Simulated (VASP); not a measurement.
Wanted: the native input for a VASP 6.6.1 run.

| Property | Result |
| --- | --- |
| Task | density of states |
| Functional | PBE |
| Potentials or basis | VASP PAW PBE potentials, release 64 (Mn_pv, As) |
| Cutoff | 520 eV |
| k mesh | 6 × 6 × 6 |
| Occupations | fermi-dirac, width 0.1 eV |
| Spin | collinear spin, typed start |
| Starting moments | [4.0, 4.0, 0.0, 0.0] μB |
| Hubbard terms | Mn d U = 6.53 eV |
| Dipole correction | no |
| k mesh for the DOS | 9 × 9 × 9 |
| Occupations for the DOS | tetrahedron |
| Further INCAR settings | ALGO = Fast; EDIFF = 1e-07; NBANDS = 30 |

Crystal: MnAs.

```
CELL_PARAMETERS angstrom
5.18983 2.59491 2.59491
2.59491 5.18983 2.59491
2.59491 2.59491 5.18983
ATOMIC_POSITIONS crystal
Mn 0.00000 0.00000 0.00000
Mn 0.50000 0.50000 0.50000
As 0.25000 0.25000 0.25000
As 0.75000 0.75000 0.75000
```

The cell was built by a generator and needn't be a form met in nature.

The input as run:

POSCAR

```
MnAs
1.0
    5.1898282700      2.5949141400      2.5949141400
    2.5949141400      5.1898282700      2.5949141400
    2.5949141400      2.5949141400      5.1898282700
Mn As
2 2
Direct
    0.0000000000      0.0000000000      0.0000000000
    0.5000000000      0.5000000000      0.5000000000
    0.2500000000      0.2500000000      0.2500000000
    0.7500000000      0.7500000000      0.7500000000
```

INCAR.step1

```
PREC     = Accurate       # precision mode
ENCUT    = 520            # plane-wave cutoff, eV
EDIFF    = 1E-7           # SCF threshold, eV
ISMEAR   = -1             # smearing method
SIGMA    = 0.1            # smearing width, eV
LREAL    = F              # projectors in reciprocal space
LASPH    = T              # aspherical terms in the spheres
NELM     = 150            # most SCF steps
ALGO     = Fast           # electronic algorithm
ISIF     = 2              # what is computed and relaxed
LWAVE    = F              # write WAVECAR
LCHARG   = T              # write CHGCAR
ISPIN    = 2              # spin polarisation
MAGMOM   = 4 4 0 0        # initial moments
LMAXMIX  = 4              # l up to which the mixer works
LDAU     = T              # DFT+U
LDAUTYPE = 2            
LDAUL    = 2 -1           # shell
LDAUU    = 6.53 0         # U, eV
LDAUJ    = 0 0          
LDAUPRINT= 1            
GGA      = PE             # functional
NBANDS   = 30             # bands
```

KPOINTS.step1

```
regular mesh
0
Gamma
  6 6 6
```

INCAR.step2

```
PREC     = Accurate       # precision mode
ENCUT    = 520            # plane-wave cutoff, eV
EDIFF    = 1E-7           # SCF threshold, eV
ISMEAR   = -5             # smearing method
SIGMA    = 0.1            # smearing width, eV
LREAL    = F              # projectors in reciprocal space
LASPH    = T              # aspherical terms in the spheres
NELM     = 150            # most SCF steps
ALGO     = Fast           # electronic algorithm
ISIF     = 2              # what is computed and relaxed
LWAVE    = F              # write WAVECAR
LCHARG   = F              # write CHGCAR
ISPIN    = 2              # spin polarisation
MAGMOM   = 4 4 0 0        # initial moments
LORBIT   = 11             # projections on sites
LMAXMIX  = 4              # l up to which the mixer works
LDAU     = T              # DFT+U
LDAUTYPE = 2            
LDAUL    = 2 -1           # shell
LDAUU    = 6.53 0         # U, eV
LDAUJ    = 0 0          
LDAUPRINT= 1            
GGA      = PE             # functional
NBANDS   = 30             # bands
NEDOS    = 2001           # points of the DOS
ICHARG   = 11             # starting density
```

KPOINTS.step2

```
regular mesh
0
Gamma
  9 9 9
```

Potentials or basis: VASP PAW PBE potentials, release 64 (Mn_pv, As).

The run is started by

```console
$ cat potpaw_PBE.64/Mn_pv/POTCAR potpaw_PBE.64/As/POTCAR > POTCAR
$ cp INCAR.step1 INCAR
$ cp KPOINTS.step1 KPOINTS
$ mpirun -np 1 vasp_std > vasp.out
$ cp INCAR.step2 INCAR
$ cp KPOINTS.step2 KPOINTS
$ mpirun -np 1 vasp_std > vasp.out
```

Results of the run:

| Property | Result |
| --- | --- |
| Net moment | 8.20 μB per cell |
| Site moments | Mn +4.42; As -0.29 μB |
| Valence electrons inside the program's atomic spheres | Mn 11.44; As 2.87 |

Caveat: the U is typed as a test and isn't derived for this compound.

Run time: 8.2 min on 1 thread of AMD EPYC 9R45 96-Core Processor (Zen 5) (shared host), peak memory 0.52 GiB.
